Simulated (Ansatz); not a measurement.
Crystal: Ge.

```
CELL_PARAMETERS angstrom
0.00000 2.82891 2.82891
2.82891 0.00000 2.82891
2.82891 2.82891 0.00000
ATOMIC_POSITIONS crystal
Ge 0.75000 0.75000 0.75000
Ge 0.50000 0.50000 0.50000
```

- Program: Ansatz 0.2.0
- Task: relaxation of cell and atoms
- Functional: rPW86-PBE
- Dispersion: rVV10
- Potentials or basis: Ansatz PAW
- Cutoff: 420 eV (not typed: the program's choice for these potentials)
- k mesh: 8 × 8 × 8
- Occupations: fermi-dirac, width 0.05 eV
- Spin: no spin polarisation

At the start: volume 22.64 Å³/atom.

Problem. How do energy, volume and symmetry change on relaxing?

Solution. It ends after 5 steps and the volume is 24.43 Å³/atom (+7.9 %); space group Fd-3m (No. 227, to 0.05 Å).

Step by step:
```tsv
step	energy change (eV)	largest force (eV/Å)	volume (Å³)
1	0.0000	0.0000	45.28
2	-0.0492	0.0000	48.05
3	-0.0512	0.0000	48.75
4	-0.0512	0.0000	48.86
5	-0.0530	0.0000	48.86
```

Final structure:
```
Ge
1.0
     0.00000    2.90154    2.90154
     2.90154    0.00000    2.90154
     2.90154    2.90154    0.00000
Ge
2
Cartesian
  4.3523 4.3523 4.3523
  2.9015 2.9015 2.9015
```

The cell as given is a measured one (22.64 Å³/atom); rPW86-PBE+rVV10 puts the equilibrium volume +7.9 % from it, thermal expansion not counted.

Caveat: the plane-wave basis is chosen anew once the cell has moved, so the energies of steps on either side of that aren't comparable; the PAW data sets come from PBE, with cores solved anew for the run's functional, which leaves a small shift of forces and pressure.
